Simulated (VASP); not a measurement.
# Hf (Fm-3m) in VASP: notebook

Runs on Hf. Level: PBE. Tasks: single point.

Everything below comes from runs of VASP 6.6.1. Logs are shortened: lines on timing, memory, paths and dates and some standing lists are left out, and cuts for length are marked.

## Step 1: Starting point

The structure is cubic, space group Fm-3m (No. 225). The conventional cell has a = 4.478 Å, b = 4.478 Å, c = 4.478 Å, α = 90.00°, β = 90.00°, γ = 90.00°. Hf (site symmetry m-3m) has 12 Hf at 3.17 Å as nearest neighbours.

The cell was built by a generator and needn't be a form met in nature.

## Step 2: Single point, PBE

The input, INCAR:

```
PREC = Accurate ; ENCUT = 520
EDIFF = 1E-6 ; ISMEAR = 0
SIGMA = 0.05 ; LREAL = F
LASPH = T ; NELM = 60
ALGO = Normal ; ISIF = 2
LWAVE = F ; LCHARG = F
GGA = PE ; NBANDS = 11
```

The input, KPOINTS:

```
regular mesh
0
Gamma
  16 16 16
```

The input, POSCAR:

```
Hf
1.0
    0.0000000000      2.2389399613      2.2389399613
    2.2389399613      0.0000000000      2.2389399613
    2.2389399613      2.2389399613      0.0000000000
Hf
1
Direct
    0.0000000000      0.0000000000      0.0000000000
```

Potentials or basis: VASP PAW PBE potentials, release 64 (Hf_pv).

Run with:

```console
cat potpaw_PBE.64/Hf_pv/POTCAR > POTCAR
mpirun -np 1 vasp_std > vasp.out
```

OUTCAR:

```text
PREC = Accurate
   ENCUT = 520
   EDIFF = 1E-6
   ISMEAR = 0
   LREAL = F
   LASPH = T
   NELM = 60
   ISIF = 2
   GGA = PE

 ion  position               nearest neighbor table
   1  0.000  0.000  0.000-

  LATTYP: Found a face centered cubic cell.
 ALAT       =     4.4778799226

  Lattice vectors:

 A1 = (   0.0000000000,   2.2389399613,   2.2389399613)
 A2 = (   2.2389399613,   0.0000000000,   2.2389399613)
 A3 = (   2.2389399613,   2.2389399613,   0.0000000000)

Analysis of symmetry for initial positions (statically):
=====================================================================
 Subroutine PRICEL returns:
 Original cell was already a primitive cell.

 Routine SETGRP: Setting up the symmetry group for a
 face centered cubic supercell.

 Subroutine GETGRP returns: Found 48 space group operations
 (whereof 48 operations were pure point group operations)
 out of a pool of 48 trial point group operations.

The static configuration has the point symmetry O_h .

Analysis of symmetry for dynamics (positions and initial velocities):
=====================================================================
 Subroutine PRICEL returns:
 Original cell was already a primitive cell.

 Routine SETGRP: Setting up the symmetry group for a
 face centered cubic supercell.

 Subroutine GETGRP returns: Found 48 space group operations
 (whereof 48 operations were pure point group operations)
 out of a pool of 48 trial point group operations.

The dynamic configuration has the point symmetry O_h .

 Subroutine INISYM returns: Found 48 space group operations
 (whereof 48 operations are pure point group operations),
 and found     1 'primitive' translations

----------------------------------------------------------------------------------------

                                     Primitive cell

  volume of cell :      22.4469

  direct lattice vectors                    reciprocal lattice vectors
     0.000000000  2.238939961  2.238939961    -0.223319968  0.223319968  0.223319968
     2.238939961  0.000000000  2.238939961     0.223319968 -0.223319968  0.223319968
     2.238939961  2.238939961  0.000000000     0.223319968  0.223319968 -0.223319968

  length of vectors
     3.166339259  3.166339259  3.166339259     0.386801531  0.386801531  0.386801531

  position of ions in fractional coordinates (direct lattice)
     0.000000000  0.000000000  0.000000000

  ion indices of the primitive-cell ions
   primitive index   ion index
                 1           1

----------------------------------------------------------------------------------------

 KPOINTS: regular mesh

Automatic generation of k-mesh.
 Grid dimensions read from file:
 generate k-points for:   16   16   16

 Generating k-lattice:

  Cartesian coordinates                     Fractional coordinates (reciprocal lattice)
    -0.013957498  0.013957498  0.013957498     0.062500000  0.000000000  0.000000000
     0.013957498 -0.013957498  0.013957498     0.000000000  0.062500000  0.000000000
     0.013957498  0.013957498 -0.013957498     0.000000000  0.000000000  0.062500000

  Length of vectors
     0.024175096  0.024175096  0.024175096

  Shift w.r.t. Gamma in fractional coordinates (k-lattice)
     0.000000000  0.000000000  0.000000000

 Subroutine IBZKPT returns following result:
 ===========================================

 Found    145 irreducible k-points:

 Following reciprocal coordinates:
            Coordinates               Weight
  0.000000  0.000000  0.000000      1.000000
  0.062500  0.000000  0.000000      8.000000
  0.125000  0.000000  0.000000      8.000000
  0.187500  0.000000  0.000000      8.000000
  0.250000  0.000000  0.000000      8.000000
  0.312500  0.000000  0.000000      8.000000
[... 16 lines left out ...]
 -0.125000  0.062500  0.000000     24.000000
 -0.062500  0.062500  0.000000     12.000000
 [... further k-points ...]
   k-points           NKPTS =    145   k-points in BZ     NKDIM =    145   number of bands    NBANDS=     11
   number of dos      NEDOS =    301   number of ions     NIONS =      1
   total plane-waves  NPLWV =  13824
   dimension x,y,z NGX =    24 NGY =   24 NGZ =   24
   dimension x,y,z NGXF=    48 NGYF=   48 NGZF=   48
   ions per type =               1
   NGX,Y,Z   is equivalent  to a cutoff of  12.60, 12.60, 12.60 a.u.
   NGXF,Y,Z  is equivalent  to a cutoff of  25.20, 25.20, 25.20 a.u.
 SYSTEM =  unknown system
   PREC   = accura    normal or accurate (medium, high low for compatibility)
   ISTART =      0    job   : 0-new  1-cont  2-samecut
   ICHARG =      2    charge: 1-file 2-atom 10-const
   ISPIN  =      1    spin polarized calculation?
   LNONCOLLINEAR =      F non collinear calculations
   LSORBIT =      F    spin-orbit coupling
   LASPH  =      T    aspherical Exc in radial PAW
   ENCUT  =  520.0 eV  38.22 Ry    6.18 a.u.   5.89  5.89  5.89*2*pi/ulx,y,z
   NELM   =     60;   NELMIN=  2; NELMDL= -5     # of ELM steps
   EDIFF  = 0.1E-05   stopping-criterion for ELM
   LREAL  =      F    real-space projection
   EDIFFG = 0.1E-04   stopping-criterion for IOM
   NSW    =      0    number of steps for IOM
   IBRION =     -1    ionic relax: 0-MD 1-quasi-New 2-CG
   NFREE  =      0    steps in history (QN), initial steepest desc. (CG)
   ISIF   =      2    stress and relaxation
   ISYM   =      2    0-nonsym 1-usesym 2-fastsym
   POTIM  = 0.5000    time-step for ionic-motion
   TEBEG  =    0.0;   TEEND  =   0.0 temperature during run
   PSTRESS=    0.0 pullay stress
   NELECT =      10.0000    total number of electrons
   NUPDOWN=      -1.0000    fix difference up-down
   EMIN   =  10.00;   EMAX   =-10.00  energy-range for DOS
   EFERMI =   0.00;   METHOD = LEGACY
   ISMEAR =     0;   SIGMA  =   0.05  broadening in eV -4-tet -1-fermi 0-gaus
   EFERMI_NEDOS =   21; number of points for ismear=-14 and -15
   IALGO  =     38    algorithm
   IMIX   =      4    mixing-type and parameters
     AMIX     =   0.40;   BMIX     =  1.00
     AMIX_MAG =   1.60;   BMIX_MAG =  1.00
  volume/ion in A,a.u.               =      22.45       151.48
  Fermi-wavevector in a.u.,A,eV,Ry     =   1.250323  2.362769 21.270107  1.563309
  Thomas-Fermi vector in A             =   2.384323
   LORBIT       =      0    0 simple, 1 ext, 2 COOP (PROOUT), +10 PAW based schemes
   GGA     = PE    functional components
   LHFCALC =     F    Hartree Fock is set to
   AEXX    =    0.0000 exact exchange contribution
   IVDW    =     0    specifies the selected vdW correction
   LEPSILON=     F    determine dielectric tensor
   LRPA    =     F    only Hartree local field effects (RPA)
 non-spin polarized calculation
 Gauss-broadening in eV      SIGMA  =   0.05
  energy-cutoff  :      520.00
  volume of cell :       22.45
 maximum number of plane-waves:       620
   NGX = 11   NGY = 11   NGZ = 11

 number of electron      10.0000000 magnetization

 number of electron       9.9999999 magnetization

 Free energy of the ion-electron system (eV)
  ---------------------------------------------------
  ext. energy  EPLUGINS =         0.00000000
  ---------------------------------------------------
  free energy    TOTEN  =        -9.85118498 eV

  energy without entropy =       -9.84819017  energy(sigma->0) =       -9.84968757

 E-fermi :   4.7081     XC(G=0): -11.2705

 val. band max:        4.7039752543   @ k =  -0.3125   0.3125   0.0625
 cond. band min:       4.7169027571   @ k =  -0.1875   0.1250   0.0000
 fundamental gap:      0.0129275028
 Fermi energy:         4.7081434455

 k-point     1 :       0.0000    0.0000    0.0000
  band No.  band energies     occupation
      1     -25.3094      2.00000
      2     -25.3094      2.00000
      3     -25.3094      2.00000
      4      -2.4816      2.00000
      5       6.1195      0.00000
      6       6.1195      0.00000
      7       6.1195      0.00000
      8       8.8979      0.00000
      9       8.8979      0.00000
     10      16.0206      0.00000
     11      17.7732      0.00000

 k-point     2 :       0.0625    0.0000    0.0000
  band No.  band energies     occupation
      1     -25.3420      2.00000
      2     -25.3136      2.00000
      3     -25.3136      2.00000
      4      -2.3453      2.00000
      5       5.9786      0.00000
      6       6.1853      0.00000
      7       6.1853      0.00000
      8       8.8250      0.00000
      9       8.8250      0.00000
     10      16.3274      0.00000
     11      17.7727      0.00000

 k-point     3 :       0.1250    0.0000    0.0000
  band No.  band energies     occupation
      1     -25.4337      2.00000
      2     -25.3253      2.00000
      3     -25.3253      2.00000
      4      -1.9507      2.00000
      5       5.6229      0.00000
      6       6.3492      0.00000
      7       6.3492      0.00000
      8       8.6726      0.00000
      9       8.6726      0.00000
     10      17.0862      0.00000
     11      17.7696      0.00000

 k-point     4 :       0.1875    0.0000    0.0000
  band No.  band energies     occupation
      1     -25.5684      2.00000
      2     -25.3428      2.00000
      3     -25.3428      2.00000
      4      -1.3429      2.00000
      5       5.1962      0.00000
      6       6.4947      0.00000
      7       6.4947      0.00000
      8       8.6261      0.00000
      9       8.6261      0.00000
     10      16.9548      0.00000
     11      17.7752      0.00000

 k-point     5 :       0.2500    0.0000    0.0000
  band No.  band energies     occupation
      1     -25.7235      2.00000
      2     -25.3633      2.00000
      3     -25.3633      2.00000
      4      -0.6051      2.00000
      5       4.8435      0.00013
      6       6.4726      0.00000
      7       6.4726      0.00000
      8       8.8908      0.00000
      9       8.8908      0.00000
     10      16.0458      0.00000
     11      17.7738      0.00000
[... 211 lines left out ...]
 k-point    21 :      -0.2500    0.0625    0.0000
  band No.  band energies     occupation
      1     -25.7761      2.00000
      2     -25.4030      2.00000
      3     -25.3615      2.00000
      4      -0.2408      2.00000
      5       4.6998      1.18565
      6       6.3040      0.00000
      7       6.5377      0.00000
      8       8.5591      0.00000
      9       9.6016      0.00000
     10      16.0200      0.00000
     11      17.7736      0.00000

 k-point    22 :      -0.1875    0.0625    0.0000
  band No.  band energies     occupation
      1     -25.6255      2.00000
      2     -25.3796      2.00000
      3     -25.3410      2.00000
      4      -0.9953      2.00000
      5       4.9863      0.00000
      6       6.4507      0.00000
      7       6.6328      0.00000
      8       8.1970      0.00000
      9       9.1253      0.00000
     10      16.9019      0.00000
     11      17.7767      0.00000

 k-point    23 :      -0.1250    0.0625    0.0000
  band No.  band energies     occupation
      1     -25.4879      2.00000
      2     -25.3553      2.00000
      3     -25.3246      2.00000
      4      -1.6545      2.00000
      5       5.3812      0.00000
      6       6.4330      0.00000
      7       6.4887      0.00000
      8       8.2704      0.00000
      9       8.9203      0.00000
     10      17.5551      0.00000
     11      17.7709      0.00000

 k-point    24 :      -0.0625    0.0625    0.0000
  band No.  band energies     occupation
      1     -25.3876      2.00000
      2     -25.3321      2.00000
      3     -25.3150      2.00000
      4      -2.1226      2.00000
      5       5.7570      0.00000
      6       6.2860      0.00000
      7       6.2998      0.00000
      8       8.5573      0.00000
      9       8.8865      0.00000
     10      16.8062      0.00000
     11      17.7715      0.00000

 [... further k-points ...]

------------------------ aborting loop because EDIFF is reached ----------------------------------------

  FORCE on cell =-STRESS in cart. coord.  units (eV):
  Direction    XX          YY          ZZ          XY          YZ          ZX
  --------------------------------------------------------------------------------------
  -------------------------------------------------------------------------------------
  Total        0.0016174      0.0016174      0.0016174     -0.0000000      0.0000000     -0.0000000
  in kB        0.1154459      0.1154459      0.1154459     -0.0000000      0.0000000     -0.0000000
  external PRESSURE =       0.1154459 kB  Pullay stress =       0.0000000 kB

 VOLUME and BASIS-vectors are now :
 -----------------------------------------------------------------------------
  energy-cutoff  :      520.00
  volume of cell :       22.45
      direct lattice vectors                 reciprocal lattice vectors
     0.000000000  2.238939961  2.238939961    -0.223319968  0.223319968  0.223319968
     2.238939961  0.000000000  2.238939961     0.223319968 -0.223319968  0.223319968
     2.238939961  2.238939961  0.000000000     0.223319968  0.223319968 -0.223319968

 POSITION                                       TOTAL-FORCE (eV/Angst)
 -----------------------------------------------------------------------------------
      0.00000      0.00000      0.00000         0.000000      0.000000      0.000000
 -----------------------------------------------------------------------------------
    total drift:                                0.000000      0.000000     -0.000000

  FREE ENERGIE OF THE ION-ELECTRON SYSTEM (eV)
  ---------------------------------------------------
  free  energy   TOTEN  =        -9.8511849788 eV

  energy  without entropy=       -9.8481901693  energy(sigma->0) =       -9.84968757
```

Wall time 19 s (1 thread of Intel Xeon Platinum 8488C (Sapphire Rapids), shared host); peak memory 0.16 GiB.

Results:

```yaml
Free_energy: -9.8512 eV
Pressure: 0.0 GPa
Band_gap_on_the_k_mesh: none (metal or under the smearing width)
```

## Step 3: Single point, PBE

This run uses another cell than the first one, of 22.55 Å³/atom, 1.005 times its volume.

The input, INCAR:

```
  PREC = Accurate
  ENCUT = 520
  EDIFF = 1E-6
  ISMEAR = 0
  SIGMA = 0.05
  LREAL = F
  LASPH = T
  NELM = 60
  ALGO = Normal
  ISIF = 2
  LWAVE = F
  LCHARG = T
  GGA = PE
  LELF = T
  LVHAR = T
  NBANDS = 11
```

KPOINTS is that of step 2.

The input, POSCAR:

```
Hf
1.0
    0.0000000000      2.2424649926      2.2424649926
    2.2424649926      0.0000000000      2.2424649926
    2.2424649926      2.2424649926      0.0000000000
Hf
1
Direct
    0.0000000000      0.0000000000      0.0000000000
```

Potentials or basis: VASP PAW PBE potentials, release 64 (Hf_pv).

Run with:

```console
cat potpaw_PBE.64/Hf_pv/POTCAR > POTCAR
mpirun -np 1 vasp_std > vasp.out
```

It took 14 s on 1 thread of Intel Xeon Platinum 8488C (Sapphire Rapids), shared host; peak memory 0.16 GiB.

It converged, with:

| Quantity | Value |
| --- | --- |
| Free energy | -9.8511 eV |
| Pressure | -0.5 GPa |
| Band gap on the k mesh | none (metal or under the smearing width) |

Levels at points of the mesh, in eV from the Fermi level:
```csv
k point,band 1,band 2,band 3,band 4,band 5,band 6,band 7,band 8,band 9,band 10
"(0.00, 0.00, 0.00)",-30.04,-30.04,-30.04,-7.17,1.41,1.41,1.41,4.17,4.17,11.30
"(0.50, 0.00, 0.00)",-30.82,-30.14,-30.14,-3.60,0.56,1.19,1.19,6.26,6.26,9.29
"(0.50, 0.50, 0.00)",-30.78,-30.32,-30.32,-3.21,-2.09,2.49,6.27,6.87,6.87,9.84
```

Spin-orbit coupling is left out, which matters for the levels of Hf.
